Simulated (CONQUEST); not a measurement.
**HfO2 under changes of volume**

One of the cells (10.955 Å³/atom); the others are scaled copies at fixed shape and fractional positions:

```
Hf O
1.0
     5.00476    0.00000    0.00000
     0.00000    5.03269    0.00000
     0.00000    0.00000    5.21946
Hf O
4 8
Direct
  0.73252 0.74144 0.96699
  0.73252 0.24144 0.53301
  0.26748 0.74144 0.46699
  0.26748 0.24144 0.03301
  0.92865 0.87927 0.63213
  0.92865 0.37927 0.86787
  0.53988 0.49229 0.23395
  0.53988 0.99229 0.26605
  0.46012 0.99229 0.76605
  0.46012 0.49229 0.73395
  0.07135 0.87927 0.13213
  0.07135 0.37927 0.36787
```

Measurements of this composition are mostly on another form, of space group No. 14.

- Program: CONQUEST 1.3
- Functional: PBEsol
- Potentials or basis: PseudoDojo NC PBEsol, DZP, grid of 60 × 60 × 60 points
- k mesh: 6 × 5 × 5
- Occupations: fermi-dirac, width 0.05 eV
- Spin: no spin polarisation

```csv
volume (Å³/atom),energy over the lowest point (meV/atom),pressure (GPa),gap on the mesh (eV)
10.298,50.38,22.0,4.42
10.517,25.27,15.0,4.35
10.736,?,?,?
10.955,0.89,3.2,4.21
11.175,0.00,-1.7,4.14
11.394,5.53,-6.4,4.08
11.613,17.09,-10.5,4.01
```

What does the run at 10.736 Å³/atom give?

Energy over the lowest point 9.08 meV/atom; pressure 8.8 GPa; gap on the mesh 4.28 eV.

Worked out: A Birch-Murnaghan fit of order 3 (a polynomial in V^(-2/3)) to the other rows has its minimum at 11.09 Å³/atom with B0 = V·E''(V) = 251 GPa and B' = 4.2 at fixed shape and positions, which overstates the stiffness. It gives 9.08 meV/atom at 10.736 Å³/atom, against the run's 9.08, and -dE/dV = 8.8 GPa, against 8.8. A straight line through the other rows of the gap, of slope -3.4 eV per unit of ln V, gives 4.28 eV, against the run's 4.28.

Energies are extrapolated to zero smearing.

Caveats: spin-orbit coupling is left out, which moves the levels of the heavy elements; an odd mesh through Γ misses points on the zone boundary, where band edges often lie; the basis of atomic orbitals isn't converged, which shifts pressures, moduli and gaps; the real-space grid is too coarse here: the forces don't sum to zero and aren't listed, and the energy moves when atoms move against the grid (some runs).
